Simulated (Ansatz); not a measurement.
## Field gradients against strain in SrO

```xyz
2
Lattice="0.0000 2.5698 2.5698 2.5698 0.0000 2.5698 2.5698 2.5698 0.0000" Properties=species:S:1:pos:R:3 pbc="T T T"
Sr    0.0000    0.0000    0.0000
O     2.5698    2.5698    2.5698
```

Atoms are numbered in the order listed.

Conventional cell: a = 5.140 Å, b = 5.140 Å, c = 5.140 Å, α = 90.00°, β = 90.00°, γ = 90.00°. Around Sr (atom 1) lie 6 O at 2.57 Å. O (atom 2) is surrounded by 6 Sr at 2.57 Å.

The cell comes from COD entry 1100027, which wasn't checked; take it as a given geometry. It is an old determination, and later ones may differ.

These are results of Ansatz 0.2.0, DFT, LDA, all-electron PAW with datasets made for the crystal, scalar-relativistic, not measurements.

The runs use a Γ-centred 8×8×8 k mesh, Fermi–Dirac smearing of 0.02 eV, cutoff 300 eV (chosen by the program for this cell), no spin polarisation.

The strain is applied along the Cartesian axes of the cell as listed (the other components stay zero). Fractional coordinates are held (clamped ions).

The columns are Cartesian components of the electric field gradient at the nuclei, in 10²¹ V/m².

Spin–orbit coupling is left out, which moves gradients at and beside heavy atoms by some per cent and at worst by a factor of two.

Only quantities that a quadratic follows smoothly over the whole series are listed; rougher ones are left out.

```tsv
εzz	Vzz at Sr1	Vzz at O2
-0.0300	-3.44	-1.10
-0.0200	-2.22	-0.71
0.0000	0.00	0.00
0.0100	1.02	0.33
0.0200	1.98	0.64
0.0300	2.88	0.94
```

Q: Fit the series and give the gradient–strain slopes.

A: Least-squares fits y = p0 + p1 x + p2 x² to the rows give Vzz at Sr1: p1 = 105, p2 = -310; Vzz at O2: p1 = 33.9, p2 = -89. The slopes p1 are in 10²¹ V/m² per unit strain, for clamped ions.

Q: One run, at εzz = -0.0100, is withheld. Predict its row.

A: The fits give -1.08, -0.35; the run gave -1.08, -0.35.
